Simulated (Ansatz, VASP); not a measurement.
**Two plane-wave programs on ZnS (Wurtzite-2H)**

The input INCAR:

```
PREC = Accurate
ENCUT = 520
EDIFF = 1E-7
ISMEAR = -1
SIGMA = 0.05
LREAL = False
LASPH = True
NELM = 100
ALGO = Normal
ISIF = 2
LWAVE = False
LCHARG = True
GGA = CA
LELF = True
LVHAR = True
NBANDS = 26
```

The input KPOINTS:

```
Automatic mesh
0
Gamma
  8 8 5
```

POSCAR

```
ZnS
1.0
    3.7332026603      0.0000000000      0.0000000000
   -1.8666013302      3.2330483413      0.0000000000
    0.0000000000      0.0000000000      6.1067398017
Zn S
2 2
Direct
    0.6666666667      0.3333333333      0.5000000000
    0.3333333333      0.6666666667      0.0000000000
    0.6666666667      0.3333333333      0.8850000000
    0.3333333333      0.6666666667      0.3850000000
```

File input.yaml:

```yaml
crystal:
  lattice:
    - [3.7332026603, 0.0, 0.0]
    - [-1.8666013302, 3.2330483413, 0.0]
    - [0.0, 0.0, 6.1067398017]
  atoms:
    - { symbol: Zn, position: [0.6666666667, 0.3333333333, 0.5] }
    - { symbol: Zn, position: [0.3333333333, 0.6666666667, 0.0] }
    - { symbol: S, position: [0.6666666667, 0.3333333333, 0.885] }
    - { symbol: S, position: [0.3333333333, 0.6666666667, 0.385] }
hamiltonian:
  xc: lda
  pseudopotentials: { kind: paw, xc_functional: lda, accuracy: standard }
kpoints:
  mp_grid: { grid: [8, 8, 5] }
scf:
  occupations: { method: fermi_dirac, width: 0.05 }
output:
  forces: true
  stress: true
  eigenvalues: true
```

Alike in both runs: task single point; functional LDA; k mesh 8 × 8 × 5; occupations fermi-dirac, width 0.05 eV; no spin polarisation.

|  | VASP | Ansatz |
| --- | --- | --- |
| version | VASP 6.6.1 | Ansatz 0.2.0 |
| potentials or method | VASP PAW LDA potentials, release 64 (Zn, S) | JTH PAW LDA |
| plane-wave cutoff (eV) | 520 | 960 |
| valence electrons in the cell | 36 | 36 |

Ansatz gave:

| Item | Value |
| --- | --- |
| gap on the k mesh at the Fermi level (eV) | 2.28 |
| least direct gap on the mesh (eV) | 2.28 |
| pressure (GPa) | 0.9 |
| largest component of the traceless stress (GPa) | 1.63 |
| rms of the force components (eV/Å) | 0.215 |

Which values does VASP return?

gap on the k mesh at the Fermi level (eV): 2.32; least direct gap on the mesh (eV): 2.32; pressure (GPa): 1.2; largest component of the traceless stress (GPa): 1.68; rms of the force components (eV/Å): 0.218.

Atom by atom the forces differ by 0.003 eV/Å (rms over components).

Caveats: odd divisions of the mesh miss points on the zone boundary, where band edges often lie, so the gap on the mesh can be too wide (Ansatz). A hybrid or GW would open this gap; LDA tends to underestimate it.
